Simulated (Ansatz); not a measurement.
RuO₂ (rutile)

```
CELL_PARAMETERS angstrom
      4.47993     0.00000     0.00000
      0.00000     4.47993     0.00000
      0.00000     0.00000     3.10691
ATOMIC_POSITIONS crystal
  Ru 0.50000 0.50000 0.50000
  Ru 0.00000 0.00000 0.00000
  O  0.80532 0.80532 0.50000
  O  0.30532 0.69468 0.00000
  O  0.69468 0.30532 0.00000
  O  0.19468 0.19468 0.50000
```

E(V) scan at fixed shape, V₀ the volume above. The atoms relax within the cell's symmetry.

Computed with r2SCAN (plane waves to 500 eV, PAW, scalar-relativistic; Ansatz, a program for electronic structure). k mesh 11×11×15 (Γ-centred), Fermi-Dirac smearing 0.05 eV. The energy includes the smearing's −TS. Compression counts positive. With the shape held, the modulus is that of even scaling; a crystal free to change shape is softer. RuO2 is run without spin polarisation and with no Hubbard U. RuO2 was relaxed with its symmetry unable to fall. The zero of ΔE is the relaxed starting cell. The last digit holds for this mesh only.

```tsv
V (Å³/atom)	ΔE (meV/atom)
9.769	37.9
9.873	25.8
9.977	16.2
10.081	8.9
10.185	withheld
10.289	1.0
10.392	0.0
10.496	0.9
10.600	3.6
10.704	8.0
10.808	13.9
10.912	21.4
11.016	30.2
```

Fit a third-order Birch-Murnaghan form (E₀, V₀, B₀, B₀′ free) to the given rows and predict ΔE at V = 10.185.

Least squares on the 12 given rows: ΔE = E₀ + (9V₀B₀/16)·y²·[2 + (B₀′ − 4)y], y = (V₀/V)^(2/3) − 1, with V₀ = 10.392 Å³/atom, B₀ = 288.8 GPa (160.2 GPa = 1 eV/Å³; the term in eV is multiplied by 1000), B₀′ = 4.66, E₀ = 0.01 meV/atom; root-mean-square residual 0.04 meV/atom. At 10.185 the fit gives 3.9 meV/atom; the calculation gives 3.9 meV/atom, the same to the digits shown. For the pressure the fit gives 6.1 GPa against the computed 6.1 GPa.

(A scan under strain: stresses follow from slopes of the energy per volume, elastic moduli from its curvatures.)
